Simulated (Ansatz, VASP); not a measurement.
**GaPH2 (GaP wire along [110], 10 atoms a period, H-terminated) in two plane-wave programs**

Aim: how closely do two programs agree when they are given the same cell, functional and k mesh? The structure shown is the start of the Ansatz relaxation below; VASP solves that cell, so the two are compared at the walk's first step.

Main program and level: Ansatz 0.2.0; plane waves, with VASP 6.6.1 beside it; single point at PBE.

### Step 1. Set-up

The cell holds 20 atoms: 10 H, 5 Ga and 5 P. Its edges and angles: a = 15.425 Å, b = 15.224 Å, c = 3.896 Å, α = 90.0°, β = 90.0°, γ = 90.0°. Vacuum lies along a and b. The structure's axis is c.

### Step 2. Ansatz: relaxation, PBE

Ansatz runs on its default PAW (the set named soft_2) files.

The two programs are compared at the cell with which this relaxation starts, whose forces are those of its first step.

File input.yaml:

```yaml
crystal:
  lattice:
    - [15.425, 0.0, 0.0]
    - [0.0, 15.224, 0.0]
    - [0.0, 0.0, 3.8961583643]
  atoms:
    - { symbol: H, position: [0.304110046, 0.351292642, 0.0] }
    - { symbol: Ga, position: [0.36324868, 0.436031515, 0.0] }
    - { symbol: P, position: [0.631157918, 0.308070454, 0.0] }
    - { symbol: H, position: [0.684682124, 0.231376411, 0.0] }
    - { symbol: Ga, position: [0.720460997, 0.436031515, 0.0] }
    - { symbol: H, position: [0.220421394, 0.563992575, 0.299677272] }
    - { symbol: H, position: [0.779599631, 0.436031515, 0.331111951] }
    - { symbol: P, position: [0.452551759, 0.691953635, 0.5] }
    - { symbol: P, position: [0.452551759, 0.436031515, 0.5] }
    - { symbol: H, position: [0.482716205, 0.223331582, 0.5] }
    - { symbol: H, position: [0.506075966, 0.768647678, 0.5] }
    - { symbol: Ga, position: [0.541854839, 0.308070454, 0.5] }
    - { symbol: Ga, position: [0.541854839, 0.563992575, 0.5] }
    - { symbol: H, position: [0.779599631, 0.436031515, 0.668888049] }
    - { symbol: H, position: [0.220421394, 0.563992575, 0.700322728] }
    - { symbol: P, position: [0.2739456, 0.563992575, 0.0] }
    - { symbol: H, position: [0.304110046, 0.776692508, 0.0] }
    - { symbol: Ga, position: [0.36324868, 0.691953635, 0.0] }
    - { symbol: P, position: [0.631157918, 0.563992575, 0.0] }
    - { symbol: H, position: [0.684682124, 0.640686618, 0.0] }
kpoints:
  mp_grid: { grid: [1, 1, 21] }
scf:
  occupations: { method: fermi_dirac, width: 0.05 }
hamiltonian:
  xc: pbe
relax:
  cell: { fix: [a, b, alpha, beta, gamma] }
  max_steps: 45
  f_tol: 0.03
```

On the command line:

```console
ansatz run input.yaml --threads 4 --pin off --max-ram 16384MiB --backend cpu --events-out ev --progress --plain --runs-dir out
```

Numbers of over 12 decimals in the logs are rounded to 6 here.

What it wrote:

```text
Engine: ansatz 0.2.0, aarch64-unknown-linux-gnu
Pseudopotentials: kind: paw
Pseudopotential: H, paw, valence charge 1, recommended cutoff 420 eV (normal), H.paw.azcp
Pseudopotential: Ga, paw, valence charge 13, recommended cutoff 420 eV (normal), Ga.paw.azcp
Pseudopotential: P, paw, valence charge 5, recommended cutoff 420 eV (normal), P.paw.azcp
Functional definition: PBE
  parameter kappa = 0.804
  parameter beta = 0.066725
  exchange = pbe_x(kappa = kappa, mu = beta*pi^2/3)
  correlation = pbe_c(beta = beta)
Crystal: 20 atoms, lattice volume = 914.936 Å³
Basis set: ecut = 420 eV, 17969 PW (Γ), exchange–correlation on 216×216×54 points (8 copies of the dense FFT grid, shifted against one another)
Bands: 70, of which v1, the nominal top of the filled ones, is band 50 counted from 1 (49 counted from 0)
Symmetry: 2 space group operations
Space group: Pm (ITA 6), of the structure as read, at distance tolerance 9.7e-5 Å
k-points: 11 of 21
Non-local potential: H, projectors of the file, l = 0: 2, l = 1: 1
Non-local potential: Ga, projectors of the file, l = 0: 2, l = 1: 2, l = 2: 3, l = 3: 1
Non-local potential: P, projectors of the file, l = 0: 2, l = 1: 2, l = 2: 2
PAW form: soft (Blöchl's): semilocal exchange-correlation on the pseudo side does not see the compensation charge
PAW one-centre angular grid: H, 110 points (default); XC on 64 Gauss nodes
PAW one-centre angular grid: Ga, 590 points (default); XC on 64 Gauss nodes
PAW one-centre angular grid: P, 110 points (default); XC on 64 Gauss nodes
Initial density: superposition of atomic densities (neutral atoms: chi_scale 0, normalization atom), corrected by the library's trained network
Initial wavefunctions: pseudopotential atomic-orbital guess
Functional: x = pbe(κ = 0.804, μ = 0.219515), c = pbe(β = 0.066725)
SCF iter   1: F=—  HF=-22852.817614 eV  |F-HF|=—  |Δ(HF+E_count)|=         —  Δρ=3.82e-3  dr2=8.45e-1  ethr=1.77e-3  ⟨swp⟩=10.0  Hψ=4450  notcnv=0  defer=29
preconditioner: auto → Resta (q_TF=auto, 1.887 Å⁻¹)  ε∞=1.8  [insulator: Δε(μ)=1.136 eV  Ē_g=13.863 eV  σ=0.050 eV  W_gap=1.00  n_scr=110 (ndim 8)  ℏωp=12.3 eV  f_vac=0.641  D(μ)=0.00/eV (n_scr^D=0)  ε∞_Penn≈1.8  vacuum switching on, ρ_ref=1.4e-2 e/Å³]
SCF iter   2: F=—  HF=-22852.745783 eV  |F-HF|=—  |Δ(HF+E_count)|=   7.18e-2  Δρ=5.03e-3  dr2=1.91e0  ethr=8.45e-4  ⟨swp⟩=3.6  Hψ=1167  notcnv=0  defer=135  recentre
preconditioner: auto → LDOS  [metal: Δε(μ)=0.049 eV  Ē_g=13.766 eV  σ=0.050 eV  W_gap=0.24  n_scr=110 (ndim 8)  ℏωp=12.3 eV  f_vac=0.640  D(μ)=4.05/eV (n_scr^D=12)  β→1.0]
SCF iter   3: F=—  HF=-22852.667708 eV  |F-HF|=—  |Δ(HF+E_count)|=   7.81e-2  Δρ=2.29e-3  dr2=3.40e-1  ethr=8.45e-4  ⟨swp⟩=3.3  Hψ=1120  notcnv=0  defer=105
SCF iter   4: F=—  HF=-22852.601225 eV  |F-HF|=—  |Δ(HF+E_count)|=   6.65e-2  Δρ=8.52e-4  dr2=4.29e-2  ethr=3.40e-4  ⟨swp⟩=3.3  Hψ=1021  notcnv=0  defer=125
SCF iter   5: F=—  HF=-22852.596115 eV  |F-HF|=—  |Δ(HF+E_count)|=   5.11e-3  Δρ=5.79e-4  dr2=1.55e-2  ethr=4.29e-5  ⟨swp⟩=2.5  Hψ=952  notcnv=0  defer=122
SCF iter   6: F=—  HF=-22852.595035 eV  |F-HF|=—  |Δ(HF+E_count)|=   1.08e-3  Δρ=1.34e-4  dr2=7.98e-4  ethr=1.55e-5  ⟨swp⟩=2.0  Hψ=680  notcnv=0  defer=122
SCF iter   7: F=—  HF=-22852.594978 eV  |F-HF|=—  |Δ(HF+E_count)|=   5.70e-5  Δρ=6.94e-5  dr2=2.51e-4  ethr=7.98e-7  ⟨swp⟩=2.0  Hψ=868  notcnv=0  defer=122
SCF iter   8: F=—  HF=-22852.594963 eV  |F-HF|=—  |Δ(HF+E_count)|=   1.48e-5  Δρ=3.16e-5  dr2=1.30e-5  ethr=2.51e-7  ⟨swp⟩=1.7  Hψ=740  notcnv=0  defer=122
SCF iter   9: F=—  HF=-22852.594986 eV  |F-HF|=—  |Δ(HF+E_count)|=   2.29e-5  Δρ=1.54e-5  dr2=8.77e-6  ethr=1.30e-8  ⟨swp⟩=2.0  Hψ=1000  notcnv=0  defer=122
SCF iter  10: F=—  HF=-22852.594987 eV  |F-HF|=—  |Δ(HF+E_count)|=   1.28e-6  Δρ=7.64e-6  dr2=2.61e-6  ethr=8.77e-9  ⟨swp⟩=1.5  Hψ=686  notcnv=0  defer=122
SCF iter  11: F=—  HF=-22852.594987 eV  |F-HF|=—  |Δ(HF+E_count)|=   1.75e-7  Δρ=3.14e-6  dr2=4.05e-7  ethr=2.61e-9  ⟨swp⟩=2.1  Hψ=794  notcnv=0  defer=122
SCF iter  12: F=-22852.594987 eV  HF=-22852.594987 eV  |F-HF|=1.15e-8  |Δ(HF+E_count)|=   2.20e-8  Δρ=1.37e-6  dr2=2.85e-8  ethr=1.00e-10  ⟨swp⟩=5.0  Hψ=2397  notcnv=0
SCF 1 converged in 12 iterations: F = -22852.594987 eV  dr2 = 2.85e-8
  greatest PAW one-centre occupation: 0.994 electrons in one spin orbital (limit 2), on the Ga atom at site 12 (counted from 0), in its partial waves of l = 2
relax step   1: F+E_penalty+E_count = -22852.59498724 eV  Δ(F+E_penalty+E_count) = +0.000e0 eV  max|allowed force component| = 1.121e0 eV/Å  Δτ_max = 0.0000 Å  P = +0.232 GPa  Ω = 914.936 Å³  fix = [a, b, alpha, beta, gamma]  reactions: a -0.041, b -0.121 GPa; gamma +0.163 GPa/rad  (12 SCF iters, dr2 threshold 1.00e-7 eV, accepted)
[...]
relax step   8: F+E_penalty+E_count = -22853.38452021 eV  Δ(F+E_penalty+E_count) = -8.482e-4 eV  max|allowed force component| = 5.320e-3 eV/Å  Δτ_max = 0.0246 Å  P = -0.006 GPa  Ω = 950.509 Å³  energy of the carried Pulay correction = -6.419e-3 eV  fix = [a, b, alpha, beta, gamma]  reactions: a -0.009, b -0.011 GPa; gamma +0.002 GPa/rad  (9 SCF iters, accepted)
[...]
relax step   9: F+E_penalty+E_count = -22853.39248189 eV  Δ(F+E_penalty+E_count) = -7.962e-3 eV  max|allowed force component| = 4.811e-3 eV/Å  Δτ_max = 0.0000 Å  P = -0.000 GPa  Ω = 950.509 Å³  fix = [a, b, alpha, beta, gamma]  reactions: a -0.007, b -0.008 GPa; gamma +0.002 GPa/rad  stress off target by 1.45e-2 GPa on what of the cell is left free  SCF on the basis re-selected at this cell (its energy is not comparable with the rows above)  (8 SCF iters)
basis re-selected at this cell: Δ(F+E_penalty+E_count) = -7.962e-3 eV, ΔP = +0.006 GPa vs the last step (what re-selecting the basis moved, of the pressure what is left beyond the Pulay correction that the steps carried, after the strain that the cell walked since its last selection, with what the two solves' SCF thresholds leave and, on support functions, any second-order correction that the steps lacked; it is no measure of the basis error at this ecutwfc). The dense FFT grid was sized anew with the basis: this SCF ran on 108×108×30 points, the steps before it on 108×108×27, so part of this shift can come from that change (see relax.cell in the input reference). [rest of the remark cut]
SCF converged after 8 iterations
Free energy (F): -22853.392482 eV
Harris-Foulkes:  -22853.392482 eV  (|F-HF|=2.11e-10)
Internal energy: -22853.392425 eV  (E = F + TS)
E sigma→0 (E₀):  -22853.392454 eV
Entropy (-TS):   -0.000057 eV (-0.003 meV/atom)
Fermi energy:    -0.835833 eV
--- Per-component energies (eV) ---
  E_band       = -1171.066688
  E_kinetic    = 1058.279096
  E_local      = -35520.700594  (includes V_loc(G=0)·N_el)
  E_nonlocal   = 2306.072667
  E_hartree    = 16892.273251
  E_xc         = -738.393776
  E_vxc        = -703.310069  (∫ρ·V_xc dr)
  E_paw        = -12793.777315  (= ΣΔE_a)
  E_vpaw       = -2095.941795  (= ΣTr[D̂ρ^β])
  E_aug_tail   = -0.012553  (compensation charges beyond the density's cutoff)
  E_ewald      = 5942.866798
  E_smearing   = -0.000057  (= −TS)
  E_closure    = 0.000000  (closes the sum)
  Σ components = -22853.392482   (vs F -22853.392482, Δ=0.00e0)
--- Forces (eV/Å), atoms counted from 1 ---
  atom   1  H      0.00048056     0.00194766     0.00000000
  atom   2  Ga    -0.00225240    -0.00172158    -0.00000000
  atom   3  P     -0.00013793     0.00265910    -0.00000000
  atom   4  H      0.00097732     0.00300256     0.00000000
  atom   5  Ga     0.00291865     0.00377000     0.00000000
  atom   6  H      0.00054212    -0.00099699    -0.00015806
  atom   7  H     -0.00129687    -0.00003085    -0.00135206
  atom   8  P     -0.00445395    -0.00130476    -0.00000000
  atom   9  P      0.00145961    -0.00204770     0.00000000
  atom  10  H      0.00120734    -0.00001900     0.00000000
  atom  11  H      0.00098514    -0.00195438     0.00000000
  atom  12  Ga     0.00181186    -0.00406423     0.00000000
  atom  13  Ga    -0.00213859     0.00381157    -0.00000000
  atom  14  H     -0.00129687    -0.00003085     0.00135206
  atom  15  H      0.00054212    -0.00099699     0.00015806
  atom  16  P      0.00128680    -0.00060211     0.00000000
  atom  17  H     -0.00147114     0.00027639    -0.00000000
  atom  18  Ga     0.00150105     0.00279038     0.00000000
  atom  19  P      0.00242672    -0.00481060     0.00000000
  atom  20  H     -0.00309267     0.00032180    -0.00000000
  max |Σ_I F_I| component: 1.13e-6 eV/Å
--- Stress (GPa, compression-positive) ---
       -0.006691      -0.002441       0.000000
       -0.002441      -0.008328       0.000000
        0.000000       0.000000       0.014528
  P = ⅓ Tr σ = -0.0002 GPa (-0.002 kbar)
--- Relaxed structure (8 steps of the walk, 7 accepted, 1 SCFs on fresh bases) ---
  F+E_penalty+E_count = -22853.39248189 eV   max|allowed force component| = 4.811e-3 eV/Å   (the final SCF, on the basis selected at the relaxed cell)
  cell:  # Å, volume = 950.5093 Å³
    - [15.425, 0, 0]
    - [0, 15.224, 0]
    - [0, 0, 4.047645]
  atoms:
    - { symbol: H, position: [0.296941, 0.348124, -2.028340287951874e-18] }
    - { symbol: Ga, position: [0.366069, 0.423108, -6.2601706875874576e-18] }
    - { symbol: P, position: [0.627213, 0.320012, 4.526268956017154e-18] }
    - { symbol: H, position: [0.678075, 0.241792, 3.864296329019729e-18] }
    - { symbol: Ga, position: [0.732135, 0.437216, -1.3997064593729116e-19] }
    - { symbol: H, position: [0.227122, 0.566999, 0.260593] }
    - { symbol: H, position: [0.783573, 0.442515, 0.324252] }
    - { symbol: P, position: [0.447533, 0.686257, 0.5] }
    - { symbol: P, position: [0.450535, 0.432116, 0.5] }
    - { symbol: H, position: [0.486051, 0.217653, 0.5] }
    - { symbol: H, position: [0.503389, 0.760771, 0.5] }
    - { symbol: Ga, position: [0.542583, 0.303249, 0.5] }
    - { symbol: Ga, position: [0.539905, 0.558498, 0.5] }
    - { symbol: H, position: [0.783573, 0.442515, 0.675748] }
    - { symbol: H, position: [0.227122, 0.566999, 0.739407] }
    - { symbol: P, position: [0.288641, 0.564130, -5.942418504007579e-19] }
    - { symbol: H, position: [0.302001, 0.784873, 2.894863358114368e-18] }
    - { symbol: Ga, position: [0.363229, 0.703280, 4.259771140532543e-18] }
    - { symbol: P, position: [0.624166, 0.554978, -4.564607041806544e-18] }
    - { symbol: H, position: [0.668598, 0.637112, -2.2047889313771316e-18] }
```

Reading the cycles: dr2 is the Hartree energy of the density residual (eV), the measure of convergence; HF is the Harris–Foulkes estimate of the energy, which meets the free energy F at convergence.

(Part 1 of 2 ends here.)

[Lines on the potential files, build, host, timing and source positions are cut from VASP's logs without a mark.]

[Logs are printed without paths, hosts, clocks, repeated set-up lines and the standing remarks that a program may print on its own settings, such as how far it seeks lower states.]

[Hosts, paths, dates, database ids (printed as entryN), source tags and the programs' standing remarks are cut or masked in the printed files.]
